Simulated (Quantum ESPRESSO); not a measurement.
A run of Quantum ESPRESSO 7.5:

pw.in

```
&CONTROL
  calculation = 'vc-relax'
  prefix = 'pwscf'
  outdir = './tmp'
  pseudo_dir = './pseudo'
  tprnfor = .true.
  tstress = .true.
  disk_io = 'low'
  nstep = 40
  forc_conv_thr = 0.0004
  etot_conv_thr = 1d-05
/
&SYSTEM
  ibrav = 0
  nat = 2
  ntyp = 1
  ecutwfc = 45
  ecutrho = 360
  nbnd = 22
  occupations = 'smearing'
  smearing = 'fd'
  degauss = 0.00367493
  vdw_corr = 'grimme-d3'
  dftd3_version = 4
/
&ELECTRONS
  conv_thr = 4d-10
  electron_maxstep = 120
  mixing_beta = 0.5
/
&IONS
  ion_dynamics = 'bfgs'
/
&CELL
  cell_dynamics = 'bfgs'
  press = 0
  press_conv_thr = 0.3
/
ATOMIC_SPECIES
Sb   121.7600 sb_pbesol_v1.4.uspp.F.UPF
CELL_PARAMETERS angstrom
   2.1542000000    1.2437279499    3.7580000000
  -2.1542000000    1.2437279499    3.7580000000
   0.0000000000   -2.4874558998    3.7580000000
ATOMIC_POSITIONS angstrom
Sb     0.0000000000    0.0000000000    8.6416337400
Sb     0.0000000000    0.0000000000    2.6323662600
K_POINTS automatic
8 8 8 0 0 0
```

Potentials or basis: GBRV 1.5 PBEsol.

Command:

```console
$ OMP_NUM_THREADS=1 mpirun -n 2 pw.x -nk 2 -in pw.in > pw.out
```

Hardware: 2 MPI ranks on Intel(R) Xeon(R) Processor @ 2.50GHz (Skylake/Cascade Lake), with other jobs on the host.

Question: How long does it take, and how much memory?

Answer: Wall time 12 min on 2 MPI ranks on Intel(R) Xeon(R) Processor @ 2.50GHz (Skylake/Cascade Lake) (shared host), peak memory 0.34 GiB a rank. Counts: scf iterations 84, k pools 2, bands 22, ion steps 13, k points 65, g dense 47101.
